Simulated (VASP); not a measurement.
# Si (Fd-3m) in VASP: notebook, part 2 of 2

VASP 6.6.1. Earlier steps stand in the parts before.

## Step 3: Electron localisation function, TPSS, collinear spin, random start

This run uses another cell than the first one: it holds 8 atoms, not 2.

Contents of INCAR:

```
ALGO = Normal
EDIFF = 1E-6
ENCUT = 520
ISIF = 2
ISMEAR = -1
ISPIN = 2
LASPH = T
LCHARG = T
LELF = T
LMIXTAU = T
LORBIT = 11
LREAL = F
LWAVE = F
MAGMOM = -0.26 0.09 -0.43 -0.35 0.53 0.45 0.08 -0.57
METAGGA = TPSS
NELM = 60
PREC = Accurate
SIGMA = 0.1
```

Contents of Si.cif:

```cif
data_Si
_cell_length_a 5.44370237
_cell_length_b 5.44370237
_cell_length_c 5.44370237
_cell_angle_alpha 90.00000000
_cell_angle_beta 90.00000000
_cell_angle_gamma 90.00000000
_space_group_name_H-M_alt 'Fd-3m'
_space_group_name_Hall 'F 4d 2 3 -1d'
_space_group_IT_number 227
loop_
_space_group_symop_operation_xyz
'x,y,z'
'-y+1/4,x+1/4,z+1/4'
'-x,-y+1/2,z+1/2'
'y+3/4,-x+1/4,z+3/4'
'x,-y,-z'
'-y+1/4,-x+3/4,-z+3/4'
'-x,y+1/2,-z+1/2'
'y+3/4,x+3/4,-z+1/4'
'z,x,y'
'z+1/4,-y+1/4,x+1/4'
'z+1/2,-x,-y+1/2'
'z+3/4,y+3/4,-x+1/4'
'-z,x,-y'
'-z+3/4,-y+1/4,-x+3/4'
'-z+1/2,-x,y+1/2'
'-z+1/4,y+3/4,x+3/4'
'y,z,x'
'x+1/4,z+1/4,-y+1/4'
'-y+1/2,z+1/2,-x'
'-x+1/4,z+3/4,y+3/4'
'-y,-z,x'
'-x+3/4,-z+3/4,-y+1/4'
'y+1/2,-z+1/2,-x'
'x+3/4,-z+1/4,y+3/4'
'-x+1/4,-y+1/4,-z+1/4'
'y,-x,-z'
'x+1/4,y+3/4,-z+3/4'
'-y+1/2,x,-z+1/2'
'-x+1/4,y+1/4,z+1/4'
'y,x+1/2,z+1/2'
'x+1/4,-y+3/4,z+3/4'
'-y+1/2,-x+1/2,z'
'-z+1/4,-x+1/4,-y+1/4'
'-z,y,-x'
'-z+3/4,x+1/4,y+3/4'
'-z+1/2,-y+1/2,x'
'z+1/4,-x+1/4,y+1/4'
'z+1/2,y,x+1/2'
'z+3/4,x+1/4,-y+3/4'
'z,-y+1/2,-x+1/2'
'-y+1/4,-z+1/4,-x+1/4'
[... 89 lines left out ...]
'-z+1/4,x+1/4,y+1/4'
'-z,-y+1/2,x+1/2'
'z+3/4,-x+1/4,y+3/4'
'z,y,x'
'z+1/4,x+1/4,-y+1/4'
'z+1/2,-y+1/2,-x'
'-y+3/4,-z+1/4,-x+3/4'
'-x+1/2,-z,y+1/2'
'y+1/4,-z+3/4,x+3/4'
'x+1/2,-z+1/2,-y'
'y+3/4,z+1/4,-x+3/4'
'x,z+1/2,y+1/2'
'-y+1/4,z+3/4,x+3/4'
'-x,z,-y'
'x+1/2,y+1/2,z'
'-y+3/4,x+3/4,z+1/4'
'-x+1/2,-y,z+1/2'
'y+1/4,-x+3/4,z+3/4'
'x+1/2,-y+1/2,-z'
'-y+3/4,-x+1/4,-z+3/4'
'-x+1/2,y,-z+1/2'
'y+1/4,x+1/4,-z+1/4'
'z+1/2,x+1/2,y'
'z+3/4,-y+3/4,x+1/4'
'z,-x+1/2,-y+1/2'
'z+1/4,y+1/4,-x+1/4'
'-z+1/2,x+1/2,-y'
'-z+1/4,-y+3/4,-x+3/4'
'-z,-x+1/2,y+1/2'
'-z+3/4,y+1/4,x+3/4'
'y+1/2,z+1/2,x'
'x+3/4,z+3/4,-y+1/4'
'-y,z,-x'
'-x+3/4,z+1/4,y+3/4'
'-y+1/2,-z+1/2,x'
'-x+1/4,-z+1/4,-y+1/4'
'y,-z,-x'
'x+1/4,-z+3/4,y+3/4'
'-x+3/4,-y+3/4,-z+1/4'
'y+1/2,-x+1/2,-z'
'x+3/4,y+1/4,-z+3/4'
'-y,x+1/2,-z+1/2'
'-x+3/4,y+3/4,z+1/4'
'y+1/2,x,z+1/2'
'x+3/4,-y+1/4,z+3/4'
'-y,-x,z'
'-z+3/4,-x+3/4,-y+1/4'
'-z+1/2,y+1/2,-x'
'-z+1/4,x+3/4,y+3/4'
'-z,-y,x'
'z+3/4,-x+3/4,y+1/4'
'z,y+1/2,x+1/2'
'z+1/4,x+3/4,-y+3/4'
'z+1/2,-y,-x+1/2'
'-y+3/4,-z+3/4,-x+1/4'
'-x+1/2,-z+1/2,y'
'y+1/4,-z+1/4,x+1/4'
'x+1/2,-z,-y+1/2'
'y+3/4,z+3/4,-x+1/4'
'x,z,y'
'-y+1/4,z+1/4,x+1/4'
'-x,z+1/2,-y+1/2'
loop_
_atom_site_label
_atom_site_type_symbol
_atom_site_symmetry_multiplicity
_atom_site_Wyckoff_symbol
_atom_site_fract_x
_atom_site_fract_y
_atom_site_fract_z
_atom_site_occupancy
Si1 Si 8 a 0.5000000000 0.0000000000 0.5000000000 1
```

Contents of KPOINTS:

```
k-points
0
Gamma
  5 5 5
```

Contents of POSCAR:

```
Si
 1.0000000000000000
     5.4437023699999996    0.0000000000000000    0.0000000000000000
     0.0000000000000000    5.4437023699999996    0.0000000000000000
     0.0000000000000000    0.0000000000000000    5.4437023699999996
 Si 
   8
Cartesian
  2.7218511849999998  0.0000000000000000  2.7218511849999998
  1.3609255924999999  4.0827767774999995  4.0827767774999995
  2.7218511849999998  2.7218511849999998  0.0000000000000000
  4.0827767774999995  4.0827767774999995  1.3609255924999999
  1.3609255924999999  1.3609255924999999  1.3609255924999999
  4.0827767774999995  1.3609255924999999  4.0827767774999995
  0.0000000000000000  2.7218511849999998  2.7218511849999998
  0.0000000000000000  0.0000000000000000  0.0000000000000000
```

Potentials or basis: VASP PAW PBE potentials, release 64 (Si).

Started as:

```sh
> ase convert -i cif -o vasp Si.cif POSCAR
> cat potpaw_PBE.64/Si/POTCAR > POTCAR
> mpirun -np 1 vasp_std > vasp.out
```

OUTCAR:

```text
EDIFF = 1E-6
   ENCUT = 520
   ISIF = 2
   ISMEAR = -1
   ISPIN = 2
   LASPH = T
   LORBIT = 11
   LREAL = F
   METAGGA = TPSS
   NELM = 60
   PREC = Accurate

 ion  position               nearest neighbor table
   1  0.500  0.000  0.500-   2 2.36   4 2.36   5 2.36   6 2.36
   2  0.250  0.750  0.750-   1 2.36   3 2.36   7 2.36   8 2.36
   3  0.500  0.500  0.000-   2 2.36   4 2.36   5 2.36   6 2.36
   4  0.750  0.750  0.250-   1 2.36   3 2.36   7 2.36   8 2.36
   5  0.250  0.250  0.250-   1 2.36   3 2.36   7 2.36   8 2.36
   6  0.750  0.250  0.750-   1 2.36   3 2.36   7 2.36   8 2.36
   7  0.000  0.500  0.500-   2 2.36   4 2.36   5 2.36   6 2.36
   8  0.000  0.000  0.000-   2 2.36   4 2.36   5 2.36   6 2.36

  LATTYP: Found a simple cubic cell.
 ALAT       =     5.4437023700

  Lattice vectors:

 A1 = (   5.4437023700,   0.0000000000,   0.0000000000)
 A2 = (   0.0000000000,   5.4437023700,   0.0000000000)
 A3 = (   0.0000000000,   0.0000000000,   5.4437023700)

Analysis of symmetry for initial positions (statically):
[... 1398 lines left out ...]
  external PRESSURE =       3.7359142 kB  Pullay stress =       0.0000000 kB

 VOLUME and BASIS-vectors are now :
 -----------------------------------------------------------------------------
  energy-cutoff  :      520.00
  volume of cell :      161.32
      direct lattice vectors                 reciprocal lattice vectors
     5.443702370  0.000000000  0.000000000     0.183698507  0.000000000  0.000000000
     0.000000000  5.443702370  0.000000000     0.000000000  0.183698507  0.000000000
     0.000000000  0.000000000  5.443702370     0.000000000  0.000000000  0.183698507

 POSITION                                       TOTAL-FORCE (eV/Angst)
 -----------------------------------------------------------------------------------
      2.72185      0.00000      2.72185        -0.000002      0.000022      0.000068
      1.36093      4.08278      4.08278         0.000028      0.000006     -0.000082
      2.72185      2.72185      0.00000        -0.000002     -0.000067     -0.000028
      4.08278      4.08278      1.36093        -0.000006      0.000006      0.000042
      1.36093      1.36093      1.36093         0.000038      0.000025      0.000027
      4.08278      1.36093      4.08278        -0.000020      0.000001     -0.000043
      0.00000      2.72185      2.72185        -0.000006     -0.000029      0.000055
      0.00000      0.00000      0.00000        -0.000030      0.000035     -0.000038
 -----------------------------------------------------------------------------------
    total drift:                               -0.000001     -0.000001     -0.000000

  FREE ENERGIE OF THE ION-ELECTRON SYSTEM (eV)
  ---------------------------------------------------
  free  energy   TOTEN  =       -78.5680996238 eV

  energy  without entropy=      -78.5645146715  energy(sigma->0) =      -78.56630715

 total charge

# of ion       s       p       d       tot
------------------------------------------
    1        0.758   0.956   0.000   1.714
    2        0.758   0.956   0.000   1.714
    3        0.758   0.956   0.000   1.714
    4        0.758   0.956   0.000   1.714
    5        0.758   0.956   0.000   1.714
    6        0.758   0.956   0.000   1.714
    7        0.758   0.956   0.000   1.714
    8        0.758   0.956   0.000   1.714
--------------------------------------------------
tot          6.068   7.648   0.000  13.715

 magnetization (x)

# of ion       s       p       d       tot
------------------------------------------
    1        0.000   0.000   0.000   0.000
    2       -0.000  -0.000   0.000  -0.000
    3        0.000   0.000   0.000   0.000
    4        0.000   0.000   0.000   0.000
    5       -0.000  -0.000   0.000  -0.000
    6       -0.000  -0.000   0.000  -0.000
    7       -0.000   0.000   0.000   0.000
    8        0.000   0.000   0.000   0.000
--------------------------------------------------
tot         -0.000   0.000   0.000   0.000
```

stdout:

```text
POSCAR found type information on POSCAR Si
 POSCAR found :  1 types and       8 ions
 scaLAPACK will be used
 -----------------------------------------------------------------------------
|                                                                             |
|                                                                             |
|     You enforced a specific xc type in the INCAR file but a different       |
|     I HOPE YOU KNOW WHAT YOU ARE DOING!                                     |
|                                                                             |
 -----------------------------------------------------------------------------

 LDA part: xc-table for (None), standard interpolation
 POSCAR, INCAR and KPOINTS ok, starting setup
 FFT: planning ... GRIDC
 FFT: planning ... GRID_SOFT
 FFT: planning ... GRID
 WAVECAR not read
 entering main loop
```

Run time: 12 min. Hardware: 1 thread of Intel Xeon Platinum 8559C (Emerald Rapids), shared host; peak memory 0.49 GiB.

What came out:

```yaml
Free_energy: -78.5681 eV
Pressure: 0.4 GPa
Band_gap_on_the_k_mesh: 0.67 eV
Net_moment: 0.00 μB per cell
Valence_electrons_inside_the_program's_atomic_spheres: Si 1.71
```

Caveat: the PAW data sets were made with another functional, which shifts forces and pressure a little; an odd mesh through Γ misses points on the zone boundary, where band edges often lie. TPSS opens gaps a little over a GGA but as a rule still falls short of measured ones.

## Step 4: The reference run

An earlier run on the cell as given: functional PBE; potentials or basis VASP PAW PBE potentials, release 64 (Si); cutoff 520 eV; k mesh 8 × 8 × 8; occupations fermi-dirac, width 0.05 eV; no spin polarisation.

- Pressure: 1.3 GPa
- Band gap on the k mesh: 0.63 eV, indirect (least direct gap 2.56 eV)

## Step 5: Overview

| task | level | spin | cell | k mesh | smearing | grid for exact exchange (PRECFOCK) | exchange at q = 0 | other keys | mesh quality | gap on the mesh (eV) | pressure (GPa) |
| --- | --- | --- | --- | --- | --- | --- | --- | --- | --- | --- | --- |
| relaxation of the atoms | PBE0+D4 | off | atoms relaxed from: atoms moved at random, drawn with an rms of 0.1 Å | 4 × 4 × 4 | fermi-dirac 0.1 eV | Fast | truncated | EDIFFG = 0.0001; IBRION = 1; POTIM = 0.2 | coarse | 2.04 | -2.6 |
| electron localisation function | TPSS | collinear, random start | as given | 5 × 5 × 5 | fermi-dirac 0.1 eV | - | - | - | not flagged | 0.67 | 0.4 |
| single point | PBE | off | as given | 8 × 8 × 8 | fermi-dirac 0.05 eV | - | - | - | not flagged | 0.63 | 1.3 |

Alike in all rows: potentials or basis VASP PAW PBE potentials, release 64 (Si); cutoff (eV) 520.

Caveats: some runs use coarse meshes; the PAW data sets were made with another functional, which shifts forces and pressure a little (some runs); an odd mesh through Γ misses points on the zone boundary, where band edges often lie (some runs).

Absolute energies hang on the potentials; compare differences alone.
